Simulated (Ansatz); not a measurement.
## Ir: one input, then a changed one

The geometry is COD entry 9008470, unchecked; take it as a test cell. The listed cell was then made from it by scaling, straining or moving an atom.

First run: DFT, PBE, all-electron LAPW, scalar-relativistic (Ansatz 0.2.0).

Command: `ansatz run input.yaml --threads 1 --pin off --max-ram 2048MiB --backend cpu --events-out ev --progress --plain --runs-dir out` The run took 19 s on 1 thread of Intel(R) Xeon(R) 6975P-C (Granite Rapids) (shared host), peak memory 0.58 GiB.

```yaml
crystal:
  lattice:
    - [0.0, 1.9491600331, 1.862109]
    - [1.9491600331, 0.0, 1.862109]
    - [1.9491600331, 1.9491600331, 0.0]
  atoms:
    - { symbol: Ir, position: [0.0, 0.0, 0.0] }
kpoints:
  mp_grid: { grid: [15, 15, 15] }
scf:
  occupations: { method: fermi_dirac, width: 0.05 }
hamiltonian:
  xc: pbe
  pseudopotentials: { kind: all_electron, lapw: { basis_error: 0.0005 } }
output:
  forces: true
  stress: true
  eigenvalues: true
```

Result: converged; pressure 9.31 GPa; 8 SCF iterations.

No spin–orbit coupling, which matters for the heavy atoms here.

The input is then changed:

```diff
@@ -5,5 +5,5 @@
     - [1.9491600331, 1.9491600331, 0.0]
   atoms:
-    - { symbol: Ir, position: [0.0, 0.0, 0.0] }
+    - { symbol: Ir, position: [0.0, 0.0, 0.0], spin: 2.0 }
 kpoints:
   mp_grid: { grid: [15, 15, 15] }
@@ -17,3 +17,5 @@
   stress: true
   eigenvalues: true
+magnetization:
+  spin_polarized: true
```

Problem. Predict the outcome of the changed run.

Solution. It converged; pressure 9.31 GPa; moment 0.00 μB; 12 SCF iterations.
